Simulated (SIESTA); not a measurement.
Crystal: Sb.

```
CELL_PARAMETERS angstrom
3.35453 0.00000 0.00000
-1.67727 2.90511 0.00000
0.00000 0.00000 5.47016
ATOMIC_POSITIONS crystal
Sb 0.66667 0.33333 0.75000
Sb 0.33333 0.66667 0.25000
```

This isn't the form of Sb at room conditions, which is rhombohedral.

Base run:

| Property | Result |
| --- | --- |
| Program | SIESTA 5.4.2 |
| Functional | PBEsol |
| Potentials or basis | PseudoDojo 0.4 standard (PBEsol files) |
| Basis | DZP (energy shift 0.003 Ry; two zetas on semicore shells) |
| Grid cutoff | 500 Ry |
| Energy shift | 0.003 Ry |
| k mesh | 9 × 9 × 5 |
| Occupations | fermi-dirac, width 0.05 eV |
| Spin | no spin polarisation |

Its results: band gap on the k mesh none (metal or under the smearing width); pressure 0.3 GPa.

The run is repeated on the same cell with these changes: functional from PBEsol to LDA; potentials or basis from PseudoDojo 0.4 standard (PBEsol files) to PseudoDojo 0.4 standard (LDA files). What comes out?

Band gap on the k mesh none (metal or under the smearing width); pressure -0.9 GPa.

Caveats: the basis of atomic orbitals isn't converged, which shifts pressures, moduli and gaps; the basis holds too few empty states to meet the f-sum rule, so the spectrum is short of weight at high energy (some runs).

Not every run made on this cell is shown here.
